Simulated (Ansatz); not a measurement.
# Electric field gradients in KF

```
K F
1.0
     4.54746    0.00000    0.00000
    -2.27373    3.93822    0.00000
     0.00000    0.00000    5.37522
K F
2 2
Cartesian
  0.0000 2.6255 -0.3333
  2.2737 1.3127 2.3544
  0.0000 2.6255 2.3543
  2.2737 1.3127 5.0419
```

Atoms are numbered in the order listed.

The structure comes from a relaxation in the same program, started in the wurtzite type, and has space group P6_3/mmc. Whether it is a known phase or the ground state wasn't checked. The relaxation left the symmetry of that type.

All numbers are computed: DFT, PBE, all-electron PAW with datasets made for the crystal, scalar-relativistic (Ansatz 0.2.0); DFT, PBE, PAW with Ansatz's default frozen-core files, scalar-relativistic (Ansatz 0.2.0).

For the crystal-made all-electron datasets (AE datasets): a Γ-centred 11×11×6 k mesh, Fermi–Dirac smearing of 0.03 eV, cutoff 240 eV (chosen by the program for this cell), no spin polarisation. PAW takes a cutoff of 420 eV at this cell. The Ansatz runs share mesh, smearing and spin set-up.

Vzz is the principal value of largest size of the traceless field-gradient tensor, in 10²¹ V/m², and η = (Vxx − Vyy)/Vzz with |Vzz| ≥ |Vyy| ≥ |Vxx|.

| site | site symmetry | Vzz (η), AE datasets | Vzz (η), PAW |
| --- | --- | --- | --- |
| K1 | -6m2 | -0.57 (η = 0.00) | -0.58 (η = 0.00) |
| F3 | -6m2 | -0.11 (η = 0.00) | -0.11 (η = 0.00) |

The Cartesian tensor at K1 from AE datasets, in 10²¹ V/m²:

```
 0.28  0.00  0.00
 0.00  0.28  0.00
 0.00  0.00 -0.57
```

(1) Taking Q(K-39) = 0.0585 b, what quadrupole coupling constant follows at K1 from AE datasets?

Answers

(1) Cq = eQVzz/h = 24.180 MHz × 0.0585 × (-0.57) = -0.806 MHz.
